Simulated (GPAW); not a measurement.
# BAs (F-43m) in GPAW: further runs, part 2 of 2

GPAW 26.7.0. Earlier steps stand in the parts before.

**4. Single point, PBE**

Input file run.py:

```python
from ase import Atoms
from ase.dft.bandgap import bandgap
from ase.io import write
from ase.units import GPa
from gpaw import GPAW, PW

atoms = Atoms(['As', 'B'],
              cell=[[0.0, 2.3885, 2.3885],
                    [2.3885, 0.0, 2.3885],
                    [2.3885, 2.3885, 0.0]],
              scaled_positions=[[0.75, 0.75, 0.75],
                                [0.0, 0.0, 0.0]],
              pbc=True)

calc = GPAW(mode=PW(800),
            xc='PBE',
            kpts={'size': (10, 10, 10), 'gamma': True},
            occupations={'name': 'methfessel-paxton', 'order': 0, 'width': 0.028999999999999998},
            nbands=11,
            convergence={'density': 1e-05, 'energy': 1e-05},
            maxiter=150,
            txt='gpaw.txt')
atoms.calc = calc
energy = atoms.get_potential_energy()
forces = atoms.get_forces()
stress = atoms.get_stress()
calc.write('gs.gpw')
write('result.traj', atoms)
print(f'Energy: {energy:.6f} eV')
print('Forces (eV/A):')
print(forces.round(4))
print('Stress (GPa):', (stress / GPa).round(3))
print('Fermi level:', round(calc.get_fermi_level(), 4), 'eV')
print(f'Gap: {bandgap(calc)[0]:.4f} eV, direct: {bandgap(calc, direct=True)[0]:.4f} eV')
```

Potentials or basis: GPAW PAW data sets (gpaw-data 1.2.1), pw.

The run is started by

```
OMP_NUM_THREADS=1 python run.py
```

gpaw.txt:

```text
__  _  _
 | _ |_)|_||  |
 |__||  | ||/\| - 26.7.0

Input parameters:
  mode=PW(ecut=800.0),
  convergence={'density': 1e-05, 'energy': 1e-05},
  kpts=MonkhorstPack(size=(10, 10, 10), gamma=True),
  maxiter=150,
  nbands=11,
  occupations=Occupations(name='methfessel-paxton', order=0, width=0.028999999999999998),
  xc=XC(name='PBE')

Diagonalizing LCAO Hamiltonian
Converting LCAO to pw mode

                   As

       B

Atoms  # Å, Bohr magnetons
|   | symbol |        x |        y |        z |    initial magnetic moments |
|---|--------|----------|----------|----------|-----------------------------|
| 0 |     As | 3.582750 | 3.582750 | 3.582750 | ( 0.0000,  0.0000,  0.0000) |
| 1 |      B | 0.000000 | 0.000000 | 0.000000 | ( 0.0000,  0.0000,  0.0000) |

Unit cell  # Å
| periodic |        x |        y |        z |  lengths |    angles |
|----------|----------|----------|----------|----------|-----------|
|      yes | 0.000000 | 2.388500 | 2.388500 | 3.377849 | 60.000000 |
[... 183 lines left out ...]
  External:          0.000000
  Xc:              -13.720617
  Entropy:          -0.000000
  Spinorbit:         0.000000
  ----------------------------
  Free energy:     -11.405605
  Extrapolated:    -11.405605

dipole moment: (-3.231627, -3.231627, -3.231627)  # |e|*Ang

Fermi level: 8.624
Eigenvalues  # (at kpt = [0.000, 0.000, 0.000])
| band index |      eig [eV] | occ [0-2] |
|------------|---------------|-----------|
|          0 |        -7.417 |     2.000 |
|          1 |         7.977 |     2.000 |
|          2 |         7.977 |     2.000 |
|          3 |         7.977 |     2.000 |
|          4 |        11.269 |     0.000 |
|          5 |        11.269 |     0.000 |
|          6 |        11.269 |     0.000 |
|          7 |        12.699 |     0.000 |
|          8 |        17.623 |     0.000 |
|          9 |        21.060 |     0.000 |
|         10 |        21.061 |     0.000 |

Gap: 1.182 eV
Transition (v -> c):
  (s=0, k=0, n=3, [0.00, 0.00, 0.00]) -> (s=0, k=24, n=4, [0.40, 0.40, 0.00])
Direct/indirect transitions are different
Direct gap: 3.293 eV
Transition at: (s=0, k=0, n=3, [0.00, 0.00, 0.00])

Forces  # eV/Ang
|       x |        y |        z |
|---------|----------|----------|
| 0.00000 | -0.00000 | -0.00000 |  # As   0
| 0.00000 |  0.00000 |  0.00000 |  # B    1

Stress tensor  # eV/Ang^3
|         x |         y |         z |
|-----------|-----------|-----------|
| -0.020458 |  0.000000 | -0.000000 |
|  0.000000 | -0.020458 | -0.000000 |
| -0.000000 | -0.000000 | -0.020458 |

# Writing to gs.gpw (mode='')
```

stdout:

```text
Energy: -11.405605 eV
Forces (eV/A):
[[ 0. -0. -0.]
 [ 0.  0.  0.]]
Stress (GPa): [-3.278 -3.278 -3.278 -0.    -0.     0.   ]
Fermi level: 8.6238 eV
Gap: 1.1821 eV, direct: 3.2928 eV
```

Wall time 8.1 s (1 thread of Intel Xeon 6975P-C (Granite Rapids), shared host); peak memory 0.16 GiB.

Results:

```
Free energy            : -11.4056 eV
Pressure               : 3.3 GPa
Band gap on the k mesh : 1.18 eV, indirect (least direct gap 3.29 eV)
```

A k mesh can miss the band edges. A hybrid or GW would open this gap; PBE tends to underestimate it.

**5. Single point, PBE**

Input file run.py:

```python
from ase.dft.bandgap import bandgap
from ase.io import read, write
from ase.units import Bohr, GPa
from gpaw import GPAW, PW
from gpaw.elf import elf_from_dft_calculation

atoms = read('BAs.xyz')

calc = GPAW(mode=PW(800),
            xc='PBE',
            kpts={'size': (10, 10, 10), 'gamma': True},
            occupations={'name': 'methfessel-paxton', 'order': 0, 'width': 0.03},
            nbands=11,
            convergence={'density': 1e-05, 'energy': 1e-05},
            maxiter=150,
            txt='gpaw.txt')
atoms.calc = calc
energy = atoms.get_potential_energy()
forces = atoms.get_forces()
stress = atoms.get_stress()
calc.write('gs.gpw')
write('result.traj', atoms)
print(f'Energy: {energy:.6f} eV')
print('Forces (eV/A):')
print(forces.round(4))
print('Stress (GPa):', (stress / GPa).round(3))
print('Fermi level:', round(calc.get_fermi_level(), 4), 'eV')
print(f'Gap: {bandgap(calc)[0]:.4f} eV, direct: {bandgap(calc, direct=True)[0]:.4f} eV')

# fields on the real-space grid
write('density.cube', atoms, data=calc.get_pseudo_density() * Bohr**3)
write('potential.cube', atoms, data=calc.get_electrostatic_potential())
write('elf.cube', atoms, data=elf_from_dft_calculation(calc).data)
```

Input file BAs.xyz:

```xyz
2
Lattice="0.0000000000 2.3885000000 2.3885000000 2.3885000000 0.0000000000 2.3885000000 2.3885000000 2.3885000000 0.0000000000" Properties=species:S:1:pos:R:3 pbc="T T T"
As     3.5827500000      3.5827500000      3.5827500000
B      0.0000000000      0.0000000000      0.0000000000
```

The run is started by

```
OMP_NUM_THREADS=1 python run.py
```

Run time: 8.3 s. Hardware: 1 thread of Intel Xeon 6975P-C (Granite Rapids), shared host; peak memory 0.16 GiB.

It converged, with:

```yaml
Free_energy: -11.4056 eV
Pressure: 3.3 GPa
Band_gap_on_the_k_mesh: 1.18 eV, indirect (least direct gap 3.29 eV)
```

Levels at points of the mesh, in eV from the valence-band top:
| k point | band 1 | band 2 | band 3 | band 4 | band 5 | band 6 | band 7 |
| --- | --- | --- | --- | --- | --- | --- | --- |
| (0.00, 0.00, 0.00) | -15.39 | 0.00 | 0.00 | 0.00 | 3.29 | 3.29 | 3.29 |
| (0.50, 0.50, 0.00) | -11.21 | -8.53 | -4.07 | -4.07 | 1.43 | 1.45 | 11.41 |
| (0.50, 0.50, 0.50) | -12.52 | -8.78 | -1.82 | -1.82 | 2.71 | 4.80 | 4.80 |

A k mesh can miss the band edges. As with any semilocal functional, this PBE gap is likely too small.

**6. Single point, RPBE**

run.py: that of step 5 with these lines changed.

```diff
@@ -6,8 +6,8 @@
 
-atoms = read('BAs.xyz')
+atoms = read('POSCAR')
 
 calc = GPAW(mode=PW(800),
-            xc='PBE',
+            xc='RPBE',
             kpts={'size': (10, 10, 10), 'gamma': True},
-            occupations={'name': 'methfessel-paxton', 'order': 0, 'width': 0.03},
+            occupations={'name': 'methfessel-paxton', 'order': 0, 'width': 0.05},
             nbands=11,
```

Input file POSCAR:

```
BAs
1.0
    0.0000000000      2.3885000000      2.3885000000
    2.3885000000      0.0000000000      2.3885000000
    2.3885000000      2.3885000000      0.0000000000
As B
1 1
Direct
    0.7500000000      0.7500000000      0.7500000000
    0.0000000000      0.0000000000      0.0000000000
```

Potentials or basis: the program's PAW data sets (release 1.2.1) made for this functional, pw.

The run is started by

```
OMP_NUM_THREADS=1 python run.py
```

gpaw.txt:

```text
__  _  _
 | _ |_)|_||  |
 |__||  | ||/\| - 26.7.0

Input parameters:
  mode=PW(ecut=800.0),
  convergence={'density': 1e-05, 'energy': 1e-05},
  kpts=MonkhorstPack(size=(10, 10, 10), gamma=True),
  maxiter=150,
  nbands=11,
  occupations=Occupations(name='methfessel-paxton', order=0, width=0.05),
  xc=XC(name='RPBE')

Diagonalizing LCAO Hamiltonian
Converting LCAO to pw mode

                   As

       B

Atoms  # Å, Bohr magnetons
|   | symbol |        x |        y |        z |    initial magnetic moments |
|---|--------|----------|----------|----------|-----------------------------|
| 0 |     As | 3.582750 | 3.582750 | 3.582750 | ( 0.0000,  0.0000,  0.0000) |
| 1 |      B | 0.000000 | 0.000000 | 0.000000 | ( 0.0000,  0.0000,  0.0000) |

Unit cell  # Å
| periodic |        x |        y |        z |  lengths |    angles |
|----------|----------|----------|----------|----------|-----------|
|      yes | 0.000000 | 2.388500 | 2.388500 | 3.377849 | 60.000000 |
|      yes | 2.388500 | 0.000000 | 2.388500 | 3.377849 | 60.000000 |
|      yes | 2.388500 | 2.388500 | 0.000000 | 3.377849 | 60.000000 |

Number of symmetries: 24
Symmetry operations  # r_c * U_cc + t_c -> r_c
|    | kind |            matrix            |
|----|------|------------------------------|
|  0 |  E   |  1, 0, 0,  0, 1, 0,  0, 0, 1 |
|  1 |  σ   |  1, 0, 0,  0, 0, 1,  0, 1, 0 |
|  2 |  σ   |  1, 0,-1,  0, 1,-1,  0, 0,-1 |
|  3 |  C3  |  1, 0,-1,  0, 0,-1,  0, 1,-1 |
|  4 |  C3  |  1,-1, 0,  0,-1, 1,  0,-1, 0 |
|  5 |  σ   |  1,-1, 0,  0,-1, 0,  0,-1, 1 |
|  6 |  σ   |  0, 1, 0,  1, 0, 0,  0, 0, 1 |
|  7 |  C3  |  0, 1, 0,  0, 0, 1,  1, 0, 0 |
[... 148 lines left out ...]
SCF iterations
|iter     | |      energy | eigst |  dens |
|---------|-|-------------|-------|-------|
|iter:   1| |  -11.173433 | -0.27 |       |
|iter:   2| |  -11.061504 | -2.34 | -0.72 |
|iter:   3| |  -10.634372 | -1.70 | -0.76 |
|iter:   4| |  -10.635136 | -3.12 | -1.44 |
|iter:   5| |  -10.636224 | -3.93 | -1.88 |
|iter:   6| |  -10.636289 | -5.65 | -2.66 |
|iter:   7| |  -10.636291c| -7.19 | -3.49 |
|iter:   8| |  -10.636291c| -7.94c| -4.00 |
|iter:   9| |  -10.636291c| -8.53c| -5.07c|

Converged in 9 steps
Energy contributions relative to reference atoms: (reference = -62180.162683)

Energy contributions:
  Kinetic:          20.498870
  Coulomb:         -18.082993
  Zero:             -0.009502
  External:          0.000000
  Xc:              -13.042666
  Entropy:          -0.000000
  Spinorbit:         0.000000
  ----------------------------
  Free energy:     -10.636291
  Extrapolated:    -10.636291

dipole moment: (-3.226451, -3.226451, -3.226451)  # |e|*Ang

Fermi level: 8.673
Eigenvalues  # (at kpt = [0.000, 0.000, 0.000])
| band index |      eig [eV] | occ [0-2] |
|------------|---------------|-----------|
|          0 |        -7.313 |     2.000 |
|          1 |         8.085 |     2.000 |
|          2 |         8.085 |     2.000 |
|          3 |         8.085 |     2.000 |
|          4 |        11.378 |     0.000 |
|          5 |        11.378 |     0.000 |
|          6 |        11.378 |     0.000 |
|          7 |        12.838 |     0.000 |
|          8 |        17.880 |     0.000 |
|          9 |        21.109 |     0.000 |
|         10 |        21.109 |     0.000 |

Gap: 1.214 eV
Transition (v -> c):
  (s=0, k=0, n=3, [0.00, 0.00, 0.00]) -> (s=0, k=24, n=4, [0.40, 0.40, 0.00])
Direct/indirect transitions are different
Direct gap: 3.293 eV
Transition at: (s=0, k=0, n=3, [0.00, 0.00, 0.00])

Forces  # eV/Ang
|       x |        y |        z |
|---------|----------|----------|
| 0.00000 |  0.00000 | -0.00000 |  # As   0
| 0.00000 | -0.00000 | -0.00000 |  # B    1

Stress tensor  # eV/Ang^3
|         x |         y |         z |
|-----------|-----------|-----------|
| -0.037207 | -0.000000 |  0.000000 |
| -0.000000 | -0.037207 | -0.000000 |
|  0.000000 | -0.000000 | -0.037207 |

# Writing to gs.gpw (mode='')
```

Wall time 8.2 s (1 thread of Intel Xeon 6975P-C (Granite Rapids), shared host); peak memory 0.16 GiB.

What came out:

- Free energy: -10.6363 eV
- Pressure: 6.0 GPa
- Band gap on the k mesh: 1.21 eV, indirect (least direct gap 3.29 eV)

**7. Overview**

| task | level | potentials or basis | cell | smearing | eigensolver | optimizer | fmax | max steps | convergence | gap on the mesh (eV) | pressure (GPa) | relaxed volume (Å³/atom) |
| --- | --- | --- | --- | --- | --- | --- | --- | --- | --- | --- | --- | --- |
| relaxation of cell and atoms | BLYP+D3(BJ) | PAW data sets generated in the run's folder for this functional, pw | relaxed | fermi-dirac 0.05 eV | davidson | BFGS | 0.02 eV/Å | 100 | density=1e-05 forces=0.0001 | 1.41 | 0.0 | 13.59 |
| relaxation of cell and atoms | BLYP+D4 | PAW data sets generated in the run's folder for this functional, pw | relaxed | fermi-dirac 0.05 eV | davidson | BFGS | 0.02 eV/Å | 60 | density=1e-05 forces=0.0001 | 1.41 | 0.0 | 13.55 |
| single point | PBE | GPAW PAW data sets (gpaw-data 1.2.1), pw | as given | gaussian 0.029 eV | - | - | - | - | - | 1.18 | 3.3 | - |
| single point | PBE | GPAW PAW data sets (gpaw-data 1.2.1), pw | as given | gaussian 0.03 eV | - | - | - | - | - | 1.18 | 3.3 | - |
| single point | RPBE | the program's PAW data sets (release 1.2.1) made for this functional, pw | as given | gaussian 0.05 eV | - | - | - | - | - | 1.21 | 6.0 | - |

Alike in all rows: no spin polarisation; k mesh 10 × 10 × 10; cutoff (eV) 800.

Caveats: later steps reuse the first step's grids (some runs).

Absolute energies hang on the potentials; compare differences alone.
